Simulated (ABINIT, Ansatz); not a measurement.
# Quasiparticle gap of KBr (Fm-3m) in ABINIT, part 2 of 3

How does a plane-wave GW calculation on KBr (Fm-3m) run from the first input to the gap?

ABINIT 10.8.3; LDA and many-body steps on it, plane waves. Known limits of the many-body steps: not at the basis limit; no spin-orbit coupling.

So far. Step 2 (Ground state): The gap is direct, at Γ.

### Step 3. Bands along the symmetry lines

Level of this step: DFT, LDA, plane waves, norm-conserving pseudopotentials (ABINIT).

Levels along a band path, at the cheap level, show where the edges lie and whether the meshes to come will hold them.

run.abi reads:

```
acell 3*1.0 Angstrom
rprim 
  0.000000000000 3.300000000000 3.300000000000
  3.300000000000 -0.000000000000 3.300000000000
  3.300000000000 3.300000000000 0.000000000000
ntypat 2
znucl 19 35
natom 2
typat 1 2
xred 
  0.000000000000 0.000000000000 0.000000000000
  0.500000000000 0.500000000000 0.500000000000
pp_dirpath "pseudos"
pseudos "K.upf, Br.upf"
ecut 32
iscf -2
irdden 1
kptopt 0
nkpt 50
kpt 
  0.00000000 0.00000000 0.00000000
  0.06250000 0.00000000 0.06250000
  0.12500000 0.00000000 0.12500000
  0.18750000 0.00000000 0.18750000
  0.25000000 0.00000000 0.25000000
  0.31250000 0.00000000 0.31250000
  0.37500000 0.00000000 0.37500000
  0.43750000 0.00000000 0.43750000
  0.50000000 0.00000000 0.50000000
  0.51562500 0.03125000 0.51562500
  0.53125000 0.06250000 0.53125000
  0.54687500 0.09375000 0.54687500
  0.56250000 0.12500000 0.56250000
  0.57812500 0.15625000 0.57812500
  0.59375000 0.18750000 0.59375000
  0.60937500 0.21875000 0.60937500
  0.62500000 0.25000000 0.62500000
  0.37500000 0.37500000 0.75000000
  0.32812500 0.32812500 0.65625000
  0.28125000 0.28125000 0.56250000
  0.23437500 0.23437500 0.46875000
  0.18750000 0.18750000 0.37500000
  0.14062500 0.14062500 0.28125000
  0.09375000 0.09375000 0.18750000
  0.04687500 0.04687500 0.09375000
  0.00000000 0.00000000 0.00000000
  0.06250000 0.06250000 0.06250000
  0.12500000 0.12500000 0.12500000
  0.18750000 0.18750000 0.18750000
  0.25000000 0.25000000 0.25000000
  0.31250000 0.31250000 0.31250000
  0.37500000 0.37500000 0.37500000
  0.43750000 0.43750000 0.43750000
  0.50000000 0.50000000 0.50000000
  0.50000000 0.46875000 0.53125000
  0.50000000 0.43750000 0.56250000
  0.50000000 0.40625000 0.59375000
  0.50000000 0.37500000 0.62500000
  0.50000000 0.34375000 0.65625000
  0.50000000 0.31250000 0.68750000
  0.50000000 0.28125000 0.71875000
  0.50000000 0.25000000 0.75000000
  0.50000000 0.21875000 0.71875000
  0.50000000 0.18750000 0.68750000
  0.50000000 0.15625000 0.65625000
  0.50000000 0.12500000 0.62500000
  0.50000000 0.09375000 0.59375000
  0.50000000 0.06250000 0.56250000
  0.50000000 0.03125000 0.53125000
  0.50000000 0.00000000 0.50000000
istwfk *1
nband 15
nbdbuf 2
tolwfr 1e-08
nstep 40
prtwf 0
prtvol 0
indata_prefix "in"
outdata_prefix "out"
tmpdata_prefix "tmp"
```

Launch:

```sh
OMP_NUM_THREADS=1 mpirun -n 4 abinit run.abi > log
```

Numbers of over 12 decimals in the logs are rounded to 6 here.

The program printed:

```text
.Version 10.8.3 of ABINIT. v10.8.2 released Aug 2026.

 Symmetries : space group Fm -3 m (#225); Bravais cF (face-center cubic)
[... echo of the input left out ...]
== DATASET  1 ==================================================================
-   mpi_nproc: 4, omp_nthreads: 1 (-1 if OMP is not activated)

--- !DatasetInfo
iteration_state: {dtset: 1, }
dimensions: {natom: 2, nkpt: 50, mband: 15, nsppol: 1, nspinor: 1, nspden: 1, mpw: 4279, }
cutoff_energies: {ecut:  32.0, pawecutdg:  -1.0, }
electrons: {nelect:   1.60000000E+01, charge:   0.00000000E+00, occopt:   1.00000000E+00, tsmear:   1.00000000E-02, }

 Real(R)+Recip(G) space primitive vectors, cartesian coordinates (Bohr,Bohr^-1):
 R(1)=  0.0000000  6.2360962  6.2360962  G(1)= -0.0801784  0.0801784  0.0801784
 R(2)=  6.2360962  0.0000000  6.2360962  G(2)=  0.0801784 -0.0801784  0.0801784
 R(3)=  6.2360962  6.2360962  0.0000000  G(3)=  0.0801784  0.0801784 -0.0801784
 Unit cell volume ucvol=  4.8502979E+02 bohr^3
 Angles (23,13,12)=  6.00000000E+01  6.00000000E+01  6.00000000E+01 degrees

 getcut: wavevector=  0.0000  0.0000  0.0000  ngfft=  48  48  48
         ecut(hartree)=     32.000   => boxcut(ratio)=   2.13734

--- Pseudopotential description ------------------------------------------------
- K Generated using ONCVPSP code by D. R. Hamann
- 19.00000   9.00000  180309                  znucl, zion, pspdat
12 -1012 2 -1 2170                            pspcod,pspxc,lmax,lloc,mmax
     nproj     2     2     2
  pspatm : epsatm=    8.21740868
         --- l  ekb(1:nproj) -->
             0   10.940065    0.829722
             1    4.437415    0.568178
             2   -3.386874   -1.066382
 pspatm: atomic psp has been read  and splines computed

- Br Generated using ONCVPSP code by D. R. Hamann
- 35.00000   7.00000  180309                  znucl, zion, pspdat
12 -1012 2 -1 1084                            pspcod,pspxc,lmax,lloc,mmax
     nproj     2     2     2
  pspatm : epsatm=   10.24179696
         --- l  ekb(1:nproj) -->
[...]
pspatm: atomic psp has been read  and splines computed

--------------------------------------------------------------------------------

================================================================================
 prteigrs : about to open file out_EIG
 Non-SCF case, kpt    1 (  0.00000  0.00000  0.00000), residuals and eigenvalues=
  4.25E-09  7.13E-09  1.96E-09  2.91E-09  6.84E-09  1.87E-09  3.50E-09  4.64E-09
  9.87E-09  5.93E-09  7.32E-09  9.70E-09  6.14E-09  6.00E-09  9.21E-09
 -1.0164E+00 -4.6192E-01 -4.1641E-01 -4.1641E-01 -4.1641E-01 -7.3952E-03
 -7.3952E-03 -7.3952E-03  1.4077E-01  2.6304E-01  2.6304E-01  2.6304E-01
[...]
Non-SCF case, kpt    2 (  0.06250  0.00000  0.06250), residuals and eigenvalues=
  2.21E-09  8.68E-09  4.24E-09  7.78E-09  4.55E-09  3.19E-09  4.36E-09  9.89E-09
[...]
2.35E-09  6.30E-09  3.84E-09  9.41E-09  3.83E-09  4.01E-09  3.67E-09  6.97E-09
  3.71E-09  8.46E-09  7.83E-09  7.94E-09  8.78E-09  9.69E-09  9.22E-06
[...]
Non-SCF case, kpt   49 (  0.50000  0.03125  0.53125), residuals and eigenvalues=
[...]
Non-SCF case, kpt   50 (  0.50000  0.00000  0.50000), residuals and eigenvalues=
[...]
-1.0161E+00 -4.5829E-01 -4.2006E-01 -4.1785E-01 -4.1785E-01 -3.8692E-02
 -1.8311E-02 -1.8311E-02  1.9724E-01  2.4475E-01  3.2841E-01  3.3050E-01
[...]
--- !ResultsGS
iteration_state: {dtset: 1, }
comment   : Summary of ground state results
lattice_vectors:
- [  0.0000000,   6.2360962,   6.2360962, ]
- [  6.2360962,  -0.0000000,   6.2360962, ]
- [  6.2360962,   6.2360962,   0.0000000, ]
lattice_lengths: [   8.81917,    8.81917,    8.81917, ]
lattice_angles: [ 60.000,  60.000,  60.000, ] # degrees, (23, 13, 12)
lattice_volume:   4.8502979E+02
convergence: {deltae:  0.000E+00, res2:  0.000E+00, residm:  9.965E-09, diffor:  0.000E+00, }
etotal    :  -4.58317090E+01
entropy   :   0.00000000E+00
fermie    :  -7.39522276E-03
cartesian_stress_tensor: null
pressure_GPa: null
xred      :
- [  0.0000E+00,   0.0000E+00,   0.0000E+00,  K]
- [  5.0000E-01,   5.0000E-01,   5.0000E-01, Br]
cartesian_forces: null
force_length_stats: {min: null, max: null, mean: null, }

 Integrated electronic density in atomic spheres:
 ------------------------------------------------
 Atom  Sphere_radius  Integrated_density
[...]
================================================================================

 ----iterations are completed or convergence reached----

 Mean square residual over all n,k,spin=   61.414E-10; max=  99.652E-10
 reduced coordinates (array xred) for    2 atoms
       0.000000000000      0.000000000000      0.000000000000
       0.500000000000      0.500000000000      0.500000000000

 cartesian coordinates (angstrom) at end:
    1      0.000000     0.000000     0.000000
    2      3.300000     3.300000     3.300000
 length scales=  1.889726125908  1.889726125908  1.889726125908 bohr
              =  1.000000000000  1.000000000000  1.000000000000 angstroms
 prteigrs : about to open file out_EIG
 Eigenvalues (hartree) for nkpt=  50  k points:
 kpt#   1, nband= 15, wtk=  1.00000, kpt=  0.0000  0.0000  0.0000 (reduced coord)
[...]
kpt#   2, nband= 15, wtk=  1.00000, kpt=  0.0625  0.0000  0.0625 (reduced coord)
[...]
kpt#   3, nband= 15, wtk=  1.00000, kpt=  0.1250  0.0000  0.1250 (reduced coord)
[...]
kpt#  49, nband= 15, wtk=  1.00000, kpt=  0.5000  0.0313  0.5313 (reduced coord)
  -1.01615   -0.45842   -0.42004   -0.41787   -0.41767   -0.03855   -0.01871   -0.01858
   0.19826    0.24598    0.32641    0.33123    0.33916    0.38045    0.38135
 kpt#  50, nband= 15, wtk=  1.00000, kpt=  0.5000  0.0000  0.5000 (reduced coord)
  -1.01615   -0.45829   -0.42006   -0.41785   -0.41785   -0.03869   -0.01831   -0.01831
   0.19724    0.24475    0.32841    0.33050    0.33989    0.38042    0.38042

== END DATASET(S) ==============================================================
================================================================================

 -outvars: echo values of variables after computation  --------
            nband          15
             nkpt          50
          spgroup         225
 [... the other variables as echoed above ...]

 Calculation completed.
```

It took 22 s on 4 MPI ranks of Intel Xeon Platinum 8375C at 2.90GHz (Ice Lake), shared host; peak memory 0.34 GiB; 88 s of CPU time.

This step gave:

```
gap                        : 4.032 eV
k of the valence top       : 0, 0, 0
k of the conduction bottom : 0, 0, 0
least direct gap           : 4.032 eV
```

The gap is 4.032 eV, as in the run before at this level.

The electronic bands at the labelled points (eV, zero at the top of the highest filled band; v1 is the highest filled band, c1 the lowest empty one):

| point | v4 | v3 | v2 | v1 | c1 | c2 | c3 | c4 |
| --- | --- | --- | --- | --- | --- | --- | --- | --- |
| Γ | -11.13 | 0.00 | 0.00 | 0.00 | 4.03 | 7.36 | 7.36 | 7.36 |
| halfway | -11.06 | -0.75 | -0.17 | -0.17 | 5.54 | 6.25 | 8.66 | 8.81 |
| X | -11.17 | -0.85 | -0.30 | -0.30 | 5.57 | 6.86 | 9.14 | 9.19 |
| halfway | -11.14 | -0.82 | -0.42 | -0.31 | 5.78 | 7.13 | 8.78 | 9.30 |
| U | -11.07 | -0.73 | -0.68 | -0.35 | 6.30 | 7.84 | 8.16 | 8.91 |
| jump to K | -11.07 | -0.73 | -0.68 | -0.35 | 6.30 | 7.84 | 8.16 | 8.91 |
| halfway | -11.00 | -0.83 | -0.26 | -0.26 | 5.80 | 6.99 | 8.14 | 8.66 |
| Γ | -11.13 | 0.00 | 0.00 | 0.00 | 4.03 | 7.36 | 7.36 | 7.36 |
| halfway | -11.01 | -0.72 | -0.18 | -0.18 | 5.32 | 7.21 | 8.07 | 8.07 |
| L | -10.91 | -1.25 | -0.35 | -0.35 | 6.25 | 7.93 | 9.52 | 9.52 |
| halfway | -10.99 | -1.02 | -0.49 | -0.38 | 6.69 | 7.51 | 8.59 | 9.06 |
| W | -11.05 | -0.62 | -0.62 | -0.57 | 7.10 | 7.10 | 7.96 | 8.72 |
| halfway | -11.11 | -0.79 | -0.44 | -0.40 | 6.00 | 7.33 | 8.42 | 9.16 |
| X | -11.17 | -0.85 | -0.30 | -0.30 | 5.57 | 6.86 | 9.14 | 9.19 |

The electronic bands as a text plot (rows in eV, shown from -8.0 to 8.2 only):

```
    7.9 |+ +++           +++    +++++ ++   ++  +++++++  +++++
    7.2 |++++         +++   +++++++++++++++++++       ++++++ ++++
    6.5 |    +++  ++++    ++++++                 +++++++   ++
    5.9 |     ++++++++++++      +            ++++            ++++
    5.2 |    +                   ++        ++
    4.5 | +++                      +++   ++
    3.8 |+                            +++
    3.2 |
    2.5 |
    1.8 |
    1.1 |
    0.5 |
   -0.2 |************************************************* ******
   -0.9 |    **********************         ***** ***************
   -1.6 |                                        *
   -2.3 |
   -2.9 |
   -3.6 |
   -4.3 |
   -5.0 |
   -5.6 |
   -6.3 |
   -7.0 |
   -7.7 |
         Γ           X  U|K            Γ         L        W     X
```

### Step 4. Empty states on the mesh, 4×4×4 mesh, 78 bands

The sums over transitions need many empty states on a uniform mesh; this step solves for them.

run.abi reads:

```
acell 3*1.0 Angstrom
rprim 
  0.000000000000 3.300000000000 3.300000000000
  3.300000000000 -0.000000000000 3.300000000000
  3.300000000000 3.300000000000 0.000000000000
ntypat 2
znucl 19 35
natom 2
typat 1 2
xred 
  0.000000000000 0.000000000000 0.000000000000
  0.500000000000 0.500000000000 0.500000000000
pp_dirpath "pseudos"
pseudos "K.upf, Br.upf"
ecut 32
ngkpt 4 4 4
nshiftk 1
shiftk 0 0 0
kptopt 1
chksymbreak 0
iscf -2
irdden 1
istwfk *1
nband 78
nbdbuf 6
tolwfr 1e-09
nstep 60
prtvol 0
indata_prefix "in"
outdata_prefix "out"
tmpdata_prefix "tmp"
```

The program printed:

```text
.Version 10.8.3 of ABINIT. v10.8.2 released Aug 2026.

 Symmetries : space group Fm -3 m (#225); Bravais cF (face-center cubic)
[... echo of the input left out ...]
== DATASET  1 ==================================================================
-   mpi_nproc: 4, omp_nthreads: 1 (-1 if OMP is not activated)

--- !DatasetInfo
iteration_state: {dtset: 1, }
dimensions: {natom: 2, nkpt: 8, mband: 78, nsppol: 1, nspinor: 1, nspden: 1, mpw: 4279, }
cutoff_energies: {ecut:  32.0, pawecutdg:  -1.0, }
electrons: {nelect:   1.60000000E+01, charge:   0.00000000E+00, occopt:   1.00000000E+00, tsmear:   1.00000000E-02, }

 Real(R)+Recip(G) space primitive vectors, cartesian coordinates (Bohr,Bohr^-1):
 R(1)=  0.0000000  6.2360962  6.2360962  G(1)= -0.0801784  0.0801784  0.0801784
 R(2)=  6.2360962  0.0000000  6.2360962  G(2)=  0.0801784 -0.0801784  0.0801784
 R(3)=  6.2360962  6.2360962  0.0000000  G(3)=  0.0801784  0.0801784 -0.0801784
 Unit cell volume ucvol=  4.8502979E+02 bohr^3
 Angles (23,13,12)=  6.00000000E+01  6.00000000E+01  6.00000000E+01 degrees

 getcut: wavevector=  0.0000  0.0000  0.0000  ngfft=  48  48  48
         ecut(hartree)=     32.000   => boxcut(ratio)=   2.13734

--- Pseudopotential description ------------------------------------------------
- K Generated using ONCVPSP code by D. R. Hamann
- 19.00000   9.00000  180309                  znucl, zion, pspdat
12 -1012 2 -1 2170                            pspcod,pspxc,lmax,lloc,mmax
     nproj     2     2     2
  pspatm : epsatm=    8.21740868
         --- l  ekb(1:nproj) -->
             0   10.940065    0.829722
             1    4.437415    0.568178
             2   -3.386874   -1.066382
 pspatm: atomic psp has been read  and splines computed

- Br Generated using ONCVPSP code by D. R. Hamann
- 35.00000   7.00000  180309                  znucl, zion, pspdat
12 -1012 2 -1 1084                            pspcod,pspxc,lmax,lloc,mmax
     nproj     2     2     2
  pspatm : epsatm=   10.24179696
         --- l  ekb(1:nproj) -->
[...]
pspatm: atomic psp has been read  and splines computed

--------------------------------------------------------------------------------

================================================================================
 prteigrs : about to open file out_EIG
 Non-SCF case, kpt    1 (  0.00000  0.00000  0.00000), residuals and eigenvalues=
  3.31E-10  5.97E-10  2.44E-10  3.01E-10  3.83E-10  1.05E-10  1.57E-10  2.63E-10
  5.61E-10  9.86E-11  2.25E-10  2.02E-10  1.53E-10  4.28E-10  2.26E-10  1.10E-10
  2.64E-10  7.86E-10  1.30E-10  2.11E-10  4.70E-10  1.91E-10  4.13E-10  3.08E-10
[...]
1.15E-08  9.00E-08  1.55E-06  1.02E-04  3.00E-07  5.10E-07
 -1.0164E+00 -4.6192E-01 -4.1641E-01 -4.1641E-01 -4.1641E-01 -7.3952E-03
 -7.3952E-03 -7.3952E-03  1.4077E-01  2.6304E-01  2.6304E-01  2.6304E-01
[...]
1.9520E+00  2.0614E+00  2.0614E+00  2.0621E+00  2.0725E+00  2.0725E+00
 prteigrs : prtvol=0 or 1, do not print more k-points.

--- !ResultsGS
iteration_state: {dtset: 1, }
comment   : Summary of ground state results
lattice_vectors:
- [  0.0000000,   6.2360962,   6.2360962, ]
- [  6.2360962,  -0.0000000,   6.2360962, ]
- [  6.2360962,   6.2360962,   0.0000000, ]
lattice_lengths: [   8.81917,    8.81917,    8.81917, ]
lattice_angles: [ 60.000,  60.000,  60.000, ] # degrees, (23, 13, 12)
lattice_volume:   4.8502979E+02
convergence: {deltae:  0.000E+00, res2:  0.000E+00, residm:  9.970E-10, diffor:  0.000E+00, }
etotal    :  -4.58317090E+01
entropy   :   0.00000000E+00
fermie    :  -7.39522276E-03
cartesian_stress_tensor: null
pressure_GPa: null
xred      :
- [  0.0000E+00,   0.0000E+00,   0.0000E+00,  K]
- [  5.0000E-01,   5.0000E-01,   5.0000E-01, Br]
cartesian_forces: null
force_length_stats: {min: null, max: null, mean: null, }

 Integrated electronic density in atomic spheres:
 ------------------------------------------------
 Atom  Sphere_radius  Integrated_density
[...]
================================================================================

 ----iterations are completed or convergence reached----

 Mean square residual over all n,k,spin=   46.830E-11; max=  99.697E-11
 reduced coordinates (array xred) for    2 atoms
       0.000000000000      0.000000000000      0.000000000000
       0.500000000000      0.500000000000      0.500000000000

 cartesian coordinates (angstrom) at end:
    1      0.000000     0.000000     0.000000
    2      3.300000     3.300000     3.300000
 length scales=  1.889726125908  1.889726125908  1.889726125908 bohr
              =  1.000000000000  1.000000000000  1.000000000000 angstroms
 prteigrs : about to open file out_EIG
 Eigenvalues (hartree) for nkpt=   8  k points:
 kpt#   1, nband= 78, wtk=  0.01563, kpt=  0.0000  0.0000  0.0000 (reduced coord)
[...]
1.38506    1.38506    1.40422    1.40422    1.43731    1.57216    1.57216    1.57216
   1.63512    1.63512    1.63512    1.84869    1.91287    1.91287    1.91287    1.95201
   1.95201    2.06144    2.06144    2.06207    2.07248    2.07248
 prteigrs : prtvol=0 or 1, do not print more k-points.

== END DATASET(S) ==============================================================
================================================================================

 -outvars: echo values of variables after computation  --------
            nband          78
             nkpt           8
          spgroup         225
 [... the other variables as echoed above ...]

 Calculation completed.
```

Run time: 18 s. Hardware: 4 MPI ranks; peak memory 0.35 GiB.

This step gave:

```
gap                                                           : 4.032 eV
k of the valence top                                          : 0, 0, 0
k of the conduction bottom                                    : 0, 0, 0
least direct gap                                              : 4.032 eV
k points computed                                             : 8
lowest point of the top converged band, above the valence top : 48.63 eV
```

On this mesh the gap is 4.032 eV.

### Step 5. Screening, 4×4×4 mesh, 72 bands, screening to 119.7 eV

The RPA dielectric matrix is built and inverted for each q.

This step: RPA screening on LDA, plane waves, norm-conserving pseudopotentials.

run.abi, as its differences from that of step 4:

```diff
@@ -20,10 +20,11 @@
 chksymbreak 0
-iscf -2
-irdden 1
 istwfk *1
-nband 78
-nbdbuf 6
-tolwfr 1e-09
-nstep 60
-prtvol 0
+occopt 1
+irdwfk 1
+optdriver 3
+nband 72
+ecuteps 4.4
+inclvkb 2
+awtr 1
+symchi 1
 indata_prefix "in"
```

The program printed:

```text
.Version 10.8.3 of ABINIT. v10.8.2 released Aug 2026.

 Symmetries : space group Fm -3 m (#225); Bravais cF (face-center cubic)
[... echo of the input left out ...]
== DATASET  1 ==================================================================
-   mpi_nproc: 4, omp_nthreads: 1 (-1 if OMP is not activated)

--- !DatasetInfo
iteration_state: {dtset: 1, }
dimensions: {natom: 2, nkpt: 8, mband: 72, nsppol: 1, nspinor: 1, nspden: 1, mpw: 4279, }
cutoff_energies: {ecut:  32.0, pawecutdg:  -1.0, }
electrons: {nelect:   1.60000000E+01, charge:   0.00000000E+00, occopt:   1.00000000E+00, tsmear:   1.00000000E-02, }

 SCREENING: Calculation of the susceptibility and dielectric matrices

 Based on a program developped by R.W. Godby, V. Olevano, G. Onida, and L. Reining.
 Incorporated in ABINIT by V. Olevano, G.-M. Rignanese, and M. Torrent.
.Using double precision arithmetic ; gwpc =  8

[... cell and pseudopotentials left out ...]
--------------------------------------------------------------------------------

 ==== K-mesh for the wavefunctions ====
 Number of points in the irreducible wedge :     8
[... list of points left out ...]
 Together with 48 symmetry operations and time-reversal symmetry
 yields    64 points in the full Brillouin Zone.

 ==== Q-mesh for the screening function ====
 Number of points in the irreducible wedge :     8
[... list of points left out ...]
 Together with 48 symmetry operations and time-reversal symmetry
 yields    64 points in the full Brillouin Zone.

 setmesh: FFT mesh size selected  =    32x   32x   32
          total number of points  =        32768

 vcoul_init : cutoff-mode = AUXILIARY_FUNCTION
 q-points for optical limit:   1
     1)      0.000010    0.000020    0.000030

- screening: taking advantage of time-reversal symmetry
- Maximum band index for partially occupied states nbvw = 8
- Remaining bands to be divided among processors   nbcw = 64
- Number of bands treated by each node ~16

 Number of electrons calculated from density =   16.0000; Expected =   16.0000
 average of density, n =  0.032988
 r_s =    1.9343
 omega_plasma =   17.5199 [eV]

 calculating chi0 at frequencies [eV] :
  1    0.000000E+00    0.000000E+00
  2    0.000000E+00    1.751989E+01

--------------------------------------------------------------------------------
  q-point number  1        q = ( 0.000000, 0.000000, 0.000000) [r.l.u.]
--------------------------------------------------------------------------------
[... chi0 elements left out ...]
 For q-point:  0.000010 0.000020 0.000030
  dielectric constant =   2.4985
  dielectric constant without local fields =   2.9932

  Average fulfillment of the sum rule on Im[epsilon] for q-point    1 :     67.46  [%]
[... wings left out ...]
  q-point number  2        q = ( 0.250000, 0.000000, 0.000000) [r.l.u.]
--------------------------------------------------------------------------------
[... chi0 elements left out ...]
  Average fulfillment of the sum rule on Im[epsilon] for q-point    2 :     79.60  [%]

 [... 6 further q-points ...]
```

It took 13 s on 4 MPI ranks; peak memory 0.85 GiB; 51 s of CPU time.

This step gave:

```yaml
eps_infinity_with_local_fields_on_this_mesh_along_the_program_s_q_direction: 2.498
the_same_without_local_fields: 2.993
plasma_frequency: 17.52 eV
plane_waves_in_the_screening_matrix: 181
```

Local fields lower ε∞ by 17 %.

[end of part 2 of 3]

[Paths, hosts, dates, memory and timing lines, banners, echoed tables and standing remarks are left out of the program output.]

[Logs are printed without paths, hosts, clocks, repeated set-up lines and the standing remarks that a program may print on its own settings, such as how far it seeks lower states.]

[Runs of the session that timed out or met a known fault of the program may be left out.]

[Hosts, paths, dates, database ids (printed as entryN), source tags and the programs' standing remarks are cut or masked in the printed files.]

[G0W0 gaps are taken among the corrected bands and points alone; a level outside them can change the order at an edge.]

[Where Ansatz stands beside ABINIT at settings called matched, ABINIT's density can come from a denser mesh and the files from another edition; pairs whose starting gaps differed by over 0.03 eV were left out, so agreement reads better than it is.]
